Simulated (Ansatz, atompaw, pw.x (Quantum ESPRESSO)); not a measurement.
## Ga: one change to the PAW (atompaw) potential, in the atom and in the fcc crystal

gallium (Ga), PAW, made with atompaw 4.2.0.5 (LDA (PW92), scalar-relativistic). Core [Ar], reference 3d10 4s2 4p1. Waves: 4s (bound): rc 2.25 bohr; 4s channel at 4.1 Ry: rc 2.25 bohr; 4p (bound): rc 1.65 bohr; 4p channel at 1.25 Ry: rc 1.65 bohr; 3d (bound): rc 1.35 bohr; 3d channel at -0.25 Ry: rc 1.35 bohr. Local part: bessel scheme, radius 2.00 bohr. Core correction: smooth core density matched at 2.20 bohr. Augmentation charge: sinc compensation charge, radius 2.10 bohr; PAW radius 2.25 bohr; waves and projectors: custom polynom vanderbiltortho.

Change: all radii scaled by about 1.14 (s 2.56, p 1.88, d 1.54 bohr); local potential bessel scheme, radius 2.28 bohr; augmentation sinc compensation charge, radius 2.38 bohr; PAW radius 2.56 bohr; waves and projectors: custom polynom vanderbiltortho; core correction smooth core density matched at 2.50 bohr.

Cutoffs, loose and tight: the cutoffs (Ry, on a coarse ladder) from which the occupation-weighted sum of valence levels, in a spherical-Bessel basis at the reference potential, stays within 10 and 1 mRy of its value at 400 Ry. They see the waves, projectors and local potential, not the compensation charge or the core.

Crystal test: fcc Ga in pw.x 7.5, no spin, 14³ k-points, Fermi–Dirac smearing 0.01 Ry, cutoffs set for each file from its atomic test. The reference is all-electron LAPW (Ansatz 0.2.0) with the same functional, mesh and smearing; V0 and B0 come from Birch–Murnaghan fits to the pressures at five volumes. Errors are pseudo minus all-electron; Δ is the rms difference of the E(V) curves that follow from these fits, minima aligned, over ±6 % about the mean V0. Mesh and smearing are coarse, so the numbers serve the comparison and aren't converged zero-temperature values; the lattice is a test structure that the element need not adopt.

All-electron: a0 = 4.093 Å (V0 = 17.15 Å³/atom), B0 = 65.0 GPa.

Question: Does the change bring the crystal closer to the all-electron result?

Answer: The mean pressure error goes from +0.20 to +0.41 GPa, so the change moves the solid further from the all-electron pressures. At 80 % of its cutoff the pressure of the base moves by -0.64 GPa. At 80 % of its cutoff the pressure of the changed file moves by -0.43 GPa.

| quantity | base | changed |
| --- | --- | --- |
| outcome (atom) | generated | generated |
| cutoff, loose (atom) | 90 Ry | 70 Ry |
| cutoff, tight (atom) | 140 Ry | 110 Ry |
| bound ghosts (atom) | none | none |
| cutoffs in pw.x (Ry) | 170/900 | 135/900 |
| a0 (Å) | 4.097 | 4.102 |
| a0 error (%) | +0.10 | +0.20 |
| B0 error (%) | +0.0 | +0.5 |
| Δ (meV/atom) | 0.7 | 1.5 |
| mean pressure error (GPa) | +0.20 | +0.41 |
